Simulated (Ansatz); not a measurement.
**AlN (F-43m): gap against strain (isotropic on every length)**

AlN (F-43m) from a database structure, relaxed with r2SCAN in the plane-wave code Ansatz, then strained (isotropic on every length; changes of length per length, axes as in the cell below) with the atoms relaxed again within the symmetry that is left. The symmetry is F-43m (No. 216, cubic); a = 4.370 Å in the conventional setting, 10.43 Å³ an atom. Around Al lie 4 N at 1.89 Å; around N lie 4 Al at 1.89 Å. Calculated for a static, non-magnetic cell.

```
Al N
1.0
     0.00000    2.18488    2.18488
     2.18488    0.00000    2.18488
     2.18488    2.18488    0.00000
Al N
1 1
Direct
  0.00000 0.00000 0.00000
  0.75000 0.75000 0.75000
```

Gaps are the least over each mesh (PBE 10×10×10, r2SCAN 10×10×10, HSE06 8×8×8 when unstrained) and the special points, which keep their unstrained names; stress is the change from the unstrained cell, compression positive.

```tsv
strain (%)	gap, PBE (eV)	gap, r2SCAN (eV)	gap, HSE06 (eV)	edges, HSE06	mean stress, r2SCAN (GPa)	energy rise, r2SCAN (meV/atom)
0.0	3.325	3.941	4.552	Γ → X	0.00	0.0
+1.42	3.301	3.905	4.508	Γ → X	-8.20	11.9
+3.98	3.185	3.794	4.425	Γ → X	-19.63	87.3
```

Question: Estimate the row for a strain of +5.17 %.

Answer:
```tsv
strain (%)	gap, PBE (eV)	gap, r2SCAN (eV)	gap, HSE06 (eV)	edges, HSE06	mean stress, r2SCAN (GPa)	energy rise, r2SCAN (meV/atom)
+5.17	2.910	3.504	4.141	Γ	-23.71	142.5
```

With HSE06 the edges change from Γ → X (indirect) to Γ (direct) between +3.98 and +5.17 %. With r2SCAN the edges change from Γ → X (indirect) to Γ (direct) between +1.42 and +3.98 %. With PBE the edges change from Γ → X (indirect) to Γ (direct) between +1.42 and +3.98 %.

The meshes of the hybrids are coarse, so their gaps aren't converged to the digits shown.
